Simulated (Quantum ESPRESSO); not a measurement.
A run of Quantum ESPRESSO 7.5 is set up as follows.

The input pw.in:

```
&CONTROL
  calculation = 'scf'
  prefix = 'pwscf'
  outdir = './tmp'
  pseudo_dir = './pseudo'
  tprnfor = .true.
  tstress = .true.
  disk_io = 'low'
/
&SYSTEM
  ibrav = 0
  nat = 2
  ntyp = 2
  ecutwfc = 70
  nbnd = 20
  input_dft = 'r2scan'
  occupations = 'smearing'
  smearing = 'fd'
  degauss = 0.00367493
  nosym = .true.
/
&ELECTRONS
  conv_thr = 1d-08
  electron_maxstep = 120
  mixing_beta = 0.5
/
ATOMIC_SPECIES
Cd   112.4140 Cd_ONCV_PBE-1.2.upf
Se    78.9710 Se_ONCV_PBE-1.2.upf
CELL_PARAMETERS angstrom
   0.0000000000    3.0702711986    3.0702711986
   3.0702711986    0.0000000000    3.0702711986
   3.0702711986    3.0702711986    0.0000000000
ATOMIC_POSITIONS crystal
Cd     0.0000000000    0.0000000000    0.0000000000
Se     0.2500000000    0.2500000000    0.2500000000
K_POINTS automatic
6 6 6 0 0 0
```

File bands.in:

```
&CONTROL
  calculation = 'bands'
  prefix = 'pwscf'
  outdir = './tmp'
  pseudo_dir = './pseudo'
  disk_io = 'low'
  verbosity = 'high'
/
&SYSTEM
  ibrav = 0
  nat = 2
  ntyp = 2
  ecutwfc = 70
  nbnd = 20
  input_dft = 'r2scan'
  occupations = 'smearing'
  smearing = 'fd'
  degauss = 0.00367493
  nosym = .true.
/
&ELECTRONS
  conv_thr = 1d-08
  electron_maxstep = 120
  mixing_beta = 0.5
  diago_full_acc = .true.
  startingwfc = 'random'
/
ATOMIC_SPECIES
Cd   112.4140 Cd_ONCV_PBE-1.2.upf
Se    78.9710 Se_ONCV_PBE-1.2.upf
CELL_PARAMETERS angstrom
   0.0000000000    3.0702711986    3.0702711986
   3.0702711986    0.0000000000    3.0702711986
   3.0702711986    3.0702711986    0.0000000000
ATOMIC_POSITIONS crystal
Cd     0.0000000000    0.0000000000    0.0000000000
Se     0.2500000000    0.2500000000    0.2500000000
K_POINTS crystal
60
 0.0000000000  0.0000000000  0.0000000000 1
 0.0625000000  0.0000000000  0.0625000000 1
 0.1250000000  0.0000000000  0.1250000000 1
 0.1875000000  0.0000000000  0.1875000000 1
 0.2500000000  0.0000000000  0.2500000000 1
 0.3125000000  0.0000000000  0.3125000000 1
 0.3750000000  0.0000000000  0.3750000000 1
 0.4375000000  0.0000000000  0.4375000000 1
 0.5000000000  0.0000000000  0.5000000000 1
 0.5000000000  0.0625000000  0.5625000000 1
 0.5000000000  0.1250000000  0.6250000000 1
 0.5000000000  0.1875000000  0.6875000000 1
 0.5000000000  0.2500000000  0.7500000000 1
 0.4375000000  0.3125000000  0.7500000000 1
 0.3750000000  0.3750000000  0.7500000000 1
 0.3375000000  0.3375000000  0.6750000000 1
 0.3000000000  0.3000000000  0.6000000000 1
 0.2625000000  0.2625000000  0.5250000000 1
 0.2250000000  0.2250000000  0.4500000000 1
 0.1875000000  0.1875000000  0.3750000000 1
 0.1500000000  0.1500000000  0.3000000000 1
 0.1125000000  0.1125000000  0.2250000000 1
 0.0750000000  0.0750000000  0.1500000000 1
 0.0375000000  0.0375000000  0.0750000000 1
 0.0000000000  0.0000000000  0.0000000000 1
 0.0625000000  0.0625000000  0.0625000000 1
 0.1250000000  0.1250000000  0.1250000000 1
 0.1875000000  0.1875000000  0.1875000000 1
 0.2500000000  0.2500000000  0.2500000000 1
 0.3125000000  0.3125000000  0.3125000000 1
 0.3750000000  0.3750000000  0.3750000000 1
 0.4375000000  0.4375000000  0.4375000000 1
 0.5000000000  0.5000000000  0.5000000000 1
 0.5250000000  0.4500000000  0.5250000000 1
 0.5500000000  0.4000000000  0.5500000000 1
 0.5750000000  0.3500000000  0.5750000000 1
 0.6000000000  0.3000000000  0.6000000000 1
 0.6250000000  0.2500000000  0.6250000000 1
 0.5833333333  0.2500000000  0.6666666667 1
 0.5416666667  0.2500000000  0.7083333333 1
 0.5000000000  0.2500000000  0.7500000000 1
 0.5000000000  0.2857142857  0.7142857143 1
 0.5000000000  0.3214285714  0.6785714286 1
 0.5000000000  0.3571428571  0.6428571429 1
 0.5000000000  0.3928571429  0.6071428571 1
 0.5000000000  0.4285714286  0.5714285714 1
 0.5000000000  0.4642857143  0.5357142857 1
 0.5000000000  0.5000000000  0.5000000000 1
 0.4821428571  0.4821428571  0.5357142857 1
 0.4642857143  0.4642857143  0.5714285714 1
 0.4464285714  0.4464285714  0.6071428571 1
 0.4285714286  0.4285714286  0.6428571429 1
 0.4107142857  0.4107142857  0.6785714286 1
 0.3928571429  0.3928571429  0.7142857143 1
 0.3750000000  0.3750000000  0.7500000000 1
 0.6250000000  0.2500000000  0.6250000000 1
 0.5937500000  0.1875000000  0.5937500000 1
 0.5625000000  0.1250000000  0.5625000000 1
 0.5312500000  0.0625000000  0.5312500000 1
 0.5000000000  0.0000000000  0.5000000000 1
```

Potentials or basis: SG15 PBE 1.2.

Launch:

```console
$ OMP_NUM_THREADS=1 mpirun -n 4 pw.x -nk 4 -in pw.in > pw.out
$ OMP_NUM_THREADS=1 mpirun -n 4 pw.x -nk 4 -in bands.in > bands.out
```

Problem. Predict the band gap along the path.

Solution. 0.84 eV, direct.

Problem. Estimate the band gap on the k mesh.

Solution. 0.84 eV, direct.

Levels at the corners of the path, in eV from the valence-band top:
```tsv
point	band 10	band 11	band 12	band 13	band 14	band 15	band 16	band 17
Γ	-7.76	0.00	0.00	0.00	0.84	6.45	6.45	6.45
X	-7.42	-4.03	-1.79	-1.79	3.47	4.00	9.47	10.77
W	-7.30	-3.92	-2.18	-2.12	5.26	5.50	6.96	7.99
K	-7.34	-3.96	-2.45	-1.47	4.01	5.42	8.62	9.09
Γ	-7.76	0.00	0.00	0.00	0.84	6.45	6.45	6.45
L	-7.48	-4.31	-0.72	-0.72	2.67	6.90	6.90	7.70
U	-7.34	-3.96	-2.45	-1.47	4.01	5.42	8.62	9.09
W	-7.30	-3.92	-2.18	-2.12	5.26	5.50	6.96	7.99
L	-7.48	-4.31	-0.72	-0.72	2.67	6.90	6.90	7.70
K	-7.34	-3.96	-2.45	-1.47	4.01	5.42	8.62	9.09
U	-7.34	-3.96	-2.45	-1.47	4.01	5.42	8.62	9.09
X	-7.42	-4.03	-1.79	-1.79	3.47	4.00	9.47	10.77
```

Caveat: the potentials were made for another functional, which shifts forces and pressure. r2SCAN opens gaps a little over a GGA but as a rule still falls short of measured ones.
